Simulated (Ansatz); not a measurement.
**LaAlO3: pressure series**

Base system: LaAlO3 in the cubic perovskite structure (space group Pm-3m, No. 221; a = 3.812 Å).

Cell and atoms are relaxed at each pressure.

Computed with PBE in Ansatz (plane waves to 420 eV, PAW, no spin-orbit coupling).

Notes on the quantities. electron mass: degenerate bands, along [100].

```
change            band gap  volume per atom         electron mass
----------------  --------  ---------------  --------------------
base               3.50 eV         11.08 Å³  0.50, 0.71 mₑ (at Γ)
pressure −2 GPa    3.48 eV         11.20 Å³  0.51, 0.72 mₑ (at Γ)
pressure −1 GPa    3.49 eV         11.14 Å³  0.50, 0.72 mₑ (at Γ)
pressure 1.8 GPa   3.52 eV         10.98 Å³  0.49, 0.70 mₑ (at Γ)
pressure 4.2 GPa   3.54 eV         10.85 Å³  0.48, 0.69 mₑ (at Γ)
pressure 9 GPa     3.58 eV         10.62 Å³  0.47, 0.67 mₑ (at Γ)
pressure 18 GPa    3.64 eV         10.24 Å³  0.45, 0.64 mₑ (at Γ)
pressure 30 GPa    3.70 eV          9.82 Å³  0.43, 0.61 mₑ (at Γ)
pressure 45 GPa    3.71 eV          9.39 Å³  0.42, 0.59 mₑ (at Γ)
pressure 60 GPa    3.71 eV          9.04 Å³  0.40, 0.57 mₑ (at Γ)
```

Load acts through the strain it causes; cell and atoms are relaxed under it. Effective masses come from finite differences of ±0.01 Å⁻¹. No phonon test of stability was made. No other phases were tried under pressure. Many cubic perovskites are stable only at high temperature; tilts and polar distortions were not tested.

Ansatz is an electronic-structure program.
